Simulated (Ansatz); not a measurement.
# Relaxing NaH

**What was measured.** A cell as deposited of cubic NaH (space group Fm-3m), temperature not stated, from the Crystallography Open Database (1963), has a = 4.880 Å and 14.53 Å³/atom.

Level of theory: DFT, PBE, scalar-relativistic, no spin polarisation; plane waves to 420 eV with PAW datasets (Ansatz 0.2.0), Γ-centred 12×12×12 mesh, 0.05 eV Gaussian smearing. The datasets are Ansatz's generated set soft_2.

The chain of runs began from a cell as deposited in COD, expanded in volume.

Starting cell, 1 % over the database's volume:

```yaml
crystal:
  lattice:
    - [0.00000, 2.44811, 2.44811]
    - [2.44811, 0.00000, 2.44811]
    - [2.44811, 2.44811, 0.00000]
  atoms:
    - { symbol: Na, position: [0.00000, 0.00000, 0.00000] }
    - { symbol: H, position: [0.50000, 0.50000, 0.50000] }
```

The first steps of the search for zero pressure:

| run | level | k-mesh | kind | V (Å³/atom) | P (GPa) | gap on the mesh (eV) |
| --- | --- | --- | --- | --- | --- | --- |
| 1 | PBE | 12×12×12 | fixed cell | 14.67 | -0.9 | 3.70 |

(1) At which volume does PBE reach zero pressure?

Answer:

(1) 14.11 Å³/atom, about 3.8 % under the start.

The steps that followed:

| run | level | k-mesh | kind | V (Å³/atom) | P (GPa) | E − E(final) (meV/atom) | gap on the mesh (eV) |
| --- | --- | --- | --- | --- | --- | --- | --- |
| 2 | PBE | 12×12×12 | fixed cell | 14.59 | -0.7 | 1.2 | 3.71 |
| 3 | PBE | 12×12×12 | fixed cell | 14.11 | 0.0 | 0.0 | 3.76 |

The cell is relaxed to zero pressure at this level.

The final structure (symmetry read at 0.01 Å). Symmetry: Fm-3m, No. 225, cubic system. The conventional cell has a = 4.833 Å, b = 4.833 Å, c = 4.833 Å, α = 90.00°, β = 90.00°, γ = 90.00°. Na (site symmetry m-3m) is surrounded by 6 H at 2.42 Å. H (site symmetry m-3m) is surrounded by 6 Na at 2.42 Å. (Neighbours are counted to 15 % beyond the shortest distance.)

- At the final geometry the gap, band path included, is 3.76 eV.
- The equation of state gives B0 = 23 GPa and B0′ = 3.6.
- Against the elements' standard states, run alike and uncorrected, the formation energy is -0.20 eV/atom.

**Reading the result.**

Bader charges against formal ones: Na +0.80 (+1), H −0.80 (−1). The cations give up 80 % of the formal charge; Bader charges stay under formal ones because the anions' density reaches into the cations' basins, though a share this high marks a strongly ionic bond.

**Comparison.** The computed cell (4.833 Å, 14.11 Å³/atom) differs from the database's by −2.9 % in volume, about −1.0 % in length. PBE more often overestimates volumes; a smaller cell is partly the thermal expansion and zero-point motion that the static lattice lacks, roughly 3.8 to 9.5 % in volume at 300 K (room temperature assumed) by Grüneisen's rule, γ·3k_BT/(B0·V0) with γ of 1 to 2.5. The database's entry may also be off.

Kohn–Sham gaps of semilocal functionals lie under measured ones, often by a third or more.
